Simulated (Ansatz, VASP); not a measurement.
**Two plane-wave programs on BiTe**

Contents of INCAR:

```
SYSTEM = BiTe
ALGO = Normal
EDIFF = 1E-7
ENCUT = 520
GGA = PE
ISIF = 2
ISMEAR = -1
LASPH = .True.
LCHARG = .False.
LREAL = .False.
LWAVE = .False.
NBANDS = 18
NELM = 60
PREC = Accurate
SIGMA = 0.1
```

KPOINTS

```
k-points
0
Gamma
  9 9 9
  0 0 0
```

POSCAR

```
BiTe
1.0
    0.0000000000      3.2350000000      3.3967500000
    3.2350000000      0.0000000000      3.3967500000
    3.2350000000      3.2350000000      0.0000000000
Bi Te
1 1
Direct
    0.0000000000      0.0000000000      0.0000000000
    0.5000000000      0.5000000000      0.5000000000
```

Input for Ansatz:

```yaml
crystal:
  lattice:
    - [0.0, 3.235, 3.39675]
    - [3.235, 0.0, 3.39675]
    - [3.235, 3.235, 0.0]
  atoms:
    - { symbol: Bi, position: [0.0, 0.0, 0.0] }
    - { symbol: Te, position: [0.5, 0.5, 0.5] }
basis:
  ecutwfc: 520.0
kpoints:
  mp_grid:
    grid: [9, 9, 9]
hamiltonian:
  xc: pbe
scf:
  occupations:
    method: fermi_dirac
    width: 0.1
output:
  stress: true
```

Alike in both runs: task single point; functional PBE; k mesh 9 × 9 × 9; occupations fermi-dirac, width 0.1 eV; no spin polarisation.

```csv
,VASP,Ansatz
version,VASP 6.6.1,Ansatz 0.2.0
potentials or method,"VASP PAW PBE potentials, release 64 (Bi_d, Te)","plane waves, PAW"
plane-wave cutoff (eV),520,520
valence electrons in the cell,21,31
```

|  | VASP | Ansatz | Ansatz less VASP |
| --- | --- | --- | --- |
| pressure (GPa) | -1.2 | -1.2 | +0.06 |
| largest component of the traceless stress (GPa) | 2.03 | 2.03 | +0.003 |

The two sets of potentials don't hold the same shells in valence.
